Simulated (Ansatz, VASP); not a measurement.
# MgO: VASP beside Ansatz

```xyz
4
Lattice="3.4200 0.0697 0.0112 -1.6496 2.8572 0.0000 0.0134 0.0077 4.1462" Properties=species:S:1:pos:R:3 pbc="T T T"
Mg    1.7348    1.0015    3.1172
Mg    0.0583    1.9384    1.0724
O     1.7163    0.9909    1.0033
O     0.0583    1.9384    3.1219
```

Alike in both runs: task single point; functional PBE; k mesh 9 × 9 × 6; occupations gaussian, width 0.02 eV; no spin polarisation.

|  | VASP | Ansatz |
| --- | --- | --- |
| version | VASP 6.6.1 | Ansatz 0.2.0 |
| potentials or method | VASP PAW PBE potentials, release 64 (Mg, O) | scalar-relativistic, plane waves, PAW |
| plane-wave cutoff (eV) | 520 | 420 |
| valence electrons in the cell | 16 | 32 |

```tsv
	VASP	Ansatz	Ansatz less VASP
gap on the k mesh at the Fermi level (eV)	3.77	3.79	+0.017
least direct gap on the mesh (eV)	3.77	3.79	+0.017
pressure (GPa)	16.4	16.8	+0.41
largest component of the traceless stress (GPa)	6.53	6.43	-0.099
rms of the force components (eV/Å)	0.538	0.531	-0.0067
```

Atom by atom the forces differ by 0.007 eV/Å (rms over components). The two sets of potentials don't hold the same shells in valence. Ansatz warned: «near_symmetry_operations_not_taken».

Caveats: so large a pressure means that the cell lies far from this level's equilibrium, or that cutoff or potentials fall short (VASP); forces of over 1 eV/Å show positions far from the minimum, so gaps and moduli don't describe the material at rest.
